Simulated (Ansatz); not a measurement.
One crystal and one scan (scan of one atom of the cell) at two levels, PBE (plane waves to 420 eV, PAW, scalar-relativistic; Ansatz, a first-principles code) and r2SCAN (plane waves to 500 eV, PAW, scalar-relativistic; Ansatz), each from its own relaxed cell and on its own mesh. The cell shown is that of PBE.

CaF$_{2}$ (fluorite)

```
CELL_PARAMETERS angstrom
      0.00000     2.75548     2.75548
      2.75548     0.00000     2.75548
      2.75548     2.75548     0.00000
ATOMIC_POSITIONS crystal
  Ca 0.00000 0.00000 0.00000
  F  0.25000 0.25000 0.25000
  F  0.75000 0.75000 0.75000
```

In each cell atom 3 (F, nearest neighbour Ca at 2.386 Å; its periodic images, 3.9 Å or more away, move with it) moves by s·(0.577, 0.577, 0.577) (along Cartesian [111]), the rest being held.

Energies are smeared free energies. CaF2 was relaxed with its symmetry unable to fall. Both scans cover s from -0.240 to 0.240 Å.

ΔE (meV/cell), each from the undisplaced structure of its own level:

```json
[
 {"s (Å)": "-0.240", "PBE": "100.8", "r2SCAN": "withheld"},
 {"s (Å)": "-0.192", "PBE": "66.7", "r2SCAN": "78.5"},
 {"s (Å)": "-0.144", "PBE": "38.9", "r2SCAN": "45.8"},
 {"s (Å)": "-0.096", "PBE": "17.9", "r2SCAN": "21.2"},
 {"s (Å)": "-0.048", "PBE": "4.7", "r2SCAN": "5.5"},
 {"s (Å)": "0.000", "PBE": "0.0", "r2SCAN": "0.0"},
 {"s (Å)": "0.048", "PBE": "5.0", "r2SCAN": "6.0"},
 {"s (Å)": "0.096", "PBE": "21.1", "r2SCAN": "25.1"},
 {"s (Å)": "0.144", "PBE": "49.6", "r2SCAN": "59.3"},
 {"s (Å)": "0.192", "PBE": "92.6", "r2SCAN": "110.9"},
 {"s (Å)": "0.240", "PBE": "152.3", "r2SCAN": "182.6"}
]
```

Estimate the r2SCAN value at -0.240 from the PBE value there and the ratio of the two levels in the two nearest given rows on that side of the minimum.

At -0.192 and -0.144 the ratio r2SCAN/PBE averages 1.177, which gives 1.177 × 100.8 = 118.6 meV/cell. The calculation gives 118.2 meV/cell, +17.3 % against PBE.

(A displaced cell: forces are minus the slopes of the energy, force constants its curvatures, and phonons follow from these.)
